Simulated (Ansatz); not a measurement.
## SnO2: pressure coefficient of the gap from its deformation potential

Level of theory: DFT LDA, scalar-relativistic, plane waves, PAW (Ansatz). Cutoff 420 eV, mesh 6×6×6 in the first runs.

The relaxed cell is Pbcn with a = 4.703 Å, b = 5.695 Å, c = 5.204 Å. An equation of state gives B0 = 193.6 GPa at V0 = 11.623 Å³/atom, and gaps on the k mesh of 1.818 eV at 11.269 Å³/atom, 1.504 eV at 11.617 Å³/atom, 1.176 eV at 11.966 Å³/atom.

Problem. Predict dE_g/dP at zero pressure, and compare with cells relaxed under pressure.

Solution. A parabola in ln V through the three points has the slope a = dE_g/d ln V = -10.71 eV at V0. Since dP = −B d ln V, dE_g/dP = −a/B = 55.3 meV/GPa. Separate runs under pressure gave gaps (over the zone) of 1.384 eV at -2.01 GPa, 1.500 eV at -0.02 GPa, 1.608 eV at 2.01 GPa, a slope of 56.0 meV/GPa at zero. The two routes agree within 0.6 meV/GPa. Compression widens this gap. Pressure coefficients of semilocal functionals are as a rule better than their gaps.

This form isn't the usual stable structure of the compound.